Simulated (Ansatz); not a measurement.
NaCl (NiAs type), relaxed with r2SCAN: 9 runs in Ansatz, each a construction of maximally localised Wannier functions. The symmetry is P6_3/mmc (No. 194, hexagonal); conventional cell a = 3.892 Å, c = 6.737 Å, 22.10 Å³ an atom. Na has 6 Cl at 2.81 Å; Cl has 6 Na at 2.81 Å. Computed, not measured; no magnetism was allowed, and whether the structure is a known phase isn't checked.

```yaml
crystal:
  lattice:
    - [3.89227, 0.00000, 0.00000]
    - [-1.94614, 3.37081, 0.00000]
    - [0.00000, 0.00000, 6.73682]
  atoms:
    - { symbol: Na, position: [0.00000, 0.00000, 0.00000] }
    - { symbol: Na, position: [0.00000, 0.00000, 0.50000] }
    - { symbol: Cl, position: [0.33333, 0.66667, 0.25000] }
    - { symbol: Cl, position: [0.66667, 0.33333, 0.75000] }
```

Windows count from the top of the filled bands; a dash means that no such window was set (without an outer window there is no disentanglement). Rows marked drawn have settings drawn at random (some not listed).

```tsv
functional	SCF mesh	trial orbitals	functions	mesh	window (eV)	frozen (eV)	settings	Ω total (Å²)	Ω invariant (Å²)	largest spread (Å²)	least projectability	interpolation miss of the model's filled bands (eV, to the nearest computed level)
PBE	6×6×4	Cl s, Cl p	8	6×6×2	–	–	chosen	8.02	6.50	1.03	0.98	0.019
PBE	6×6×4	Cl s, Cl p	8	12×12×4	–	–	chosen	8.25	6.71	1.05	0.98	0.001
PBE	6×6×4	Cl p	6	6×6×4	–	–	chosen	8.09	8.07	1.36	0.97	0.003
r2SCAN	6×6×4	Cl p	6	6×6×4	–	–	chosen	7.96	7.95	1.34	0.98	0.002
HSE06	6×6×4	Cl s, Cl p	8	6×6×4	–	–	chosen	7.97	6.44	1.02	0.99	–
PBE	6×6×4	Cl p (plain search)	6	6×6×4	–	–	drawn	8.09	8.07	1.36	0.97	0.003
```

Problem. Estimate from these rows what the further settings give.

| functional | SCF mesh | trial orbitals | functions | mesh | window (eV) | frozen (eV) | settings |
| --- | --- | --- | --- | --- | --- | --- | --- |
| PBE | 6×6×4 | Cl p (loose tolerance) | 6 | 6×6×4 | – | – | drawn |
| r2SCAN | 6×6×4 | Cl s, Cl p | 8 | 6×6×4 | – | – | chosen |
| PBE | 6×6×4 | Cl s, Cl p | 8 | 6×6×4 | – | – | chosen |

Solution.

| functional | SCF mesh | trial orbitals | functions | mesh | window (eV) | frozen (eV) | settings | Ω total (Å²) | Ω invariant (Å²) | largest spread (Å²) | least projectability | interpolation miss of the model's filled bands (eV, to the nearest computed level) |
| --- | --- | --- | --- | --- | --- | --- | --- | --- | --- | --- | --- | --- |
| PBE | 6×6×4 | Cl p (loose tolerance) | 6 | 6×6×4 | – | – | drawn | 8.09 | 8.07 | 1.36 | 0.97 | 0.003 |
| r2SCAN | 6×6×4 | Cl s, Cl p | 8 | 6×6×4 | – | – | chosen | 8.02 | 6.48 | 1.02 | 0.99 | 0.002 |
| PBE | 6×6×4 | Cl s, Cl p | 8 | 6×6×4 | – | – | chosen | 8.14 | 6.61 | 1.04 | 0.98 | 0.002 |

For Cl s, Cl p with PBE the spread goes 8.02 Å² (6×6×2), 8.14 Å² (6×6×4), 8.25 Å² (12×12×4): finite differences on a coarse mesh understate it.
